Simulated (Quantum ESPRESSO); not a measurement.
Quantum ESPRESSO 7.5, DFT, PBE, plane waves, PseudoDojo 0.5 standard norm-conserving PBE (local tails restored to the Coulomb form): fluorite CaF2, 3 atoms. Basis and mesh were picked for this test and aren't claimed converged.

```fortran
&CONTROL
  calculation = 'scf'
  pseudo_dir = './pseudo'
  outdir = './out'
  tprnfor = .true.
  tstress = .false.
/
&SYSTEM
  ibrav = 0
  nat = 3
  ntyp = 2
  ecutwfc = 84.0
  ecutrho = 336.0
  occupations = 'fixed'
/
&ELECTRONS
  conv_thr = 3.0000000000000004e-09
/
ATOMIC_SPECIES
Ca 40.0780 Ca.upf
F 18.9984 F.upf
CELL_PARAMETERS angstrom
  0.000000000000   2.731500000000   2.731500000000
  2.731500000000   0.000000000000   2.731500000000
  2.731500000000   2.731500000000   0.000000000000
ATOMIC_POSITIONS crystal
Ca   0.000000000000   0.000000000000   0.000000000000
F   0.250000000000   0.250000000000   0.250000000000
F   0.750000000000   0.750000000000   0.750000000000
K_POINTS automatic
8 8 8 0 0 0
```

The program reports k-points computed: 29, bands: 12, electrons: 24, G-vectors of the density: 28643, FFT grid: 45×45×45, symmetry operations: 48.

Hardware: Intel Xeon 6 (Granite Rapids), 96 cores on 1 socket, 2 hardware threads a core, 3 L3 cache groups, 3 NUMA nodes.

Each time is the median wall time of two to five repeats, run one at a time on the otherwise empty machine; start-up is included. Processes are pinned to neighbouring cores unless said otherwise. The times hold for this build (conda-forge: Open MPI 5.0, OpenMP, OpenBLAS 0.3.34 (pthreads), FFTW, ScaLAPACK, ELPA). Scratch files lie in a memory file system.

Started as
```bash
OMP_NUM_THREADS=1 mpirun -np 8 pw.x -nk 8 -in pw.in
```
(8 ranks) it takes 3.6 s and 11 SCF iterations.

How long does it take after this change: 8 ranks, on both hardware threads of half as many cores?

About 5.9 s (3 runs within 1 %): 1.6× as long, on 4 cores in place of 8, so 0.82× the core-time. The largest move is in FFTs of H·ψ (vloc_psi): 1.4 s to 2.7 s. Change in the result: energy equal as printed.
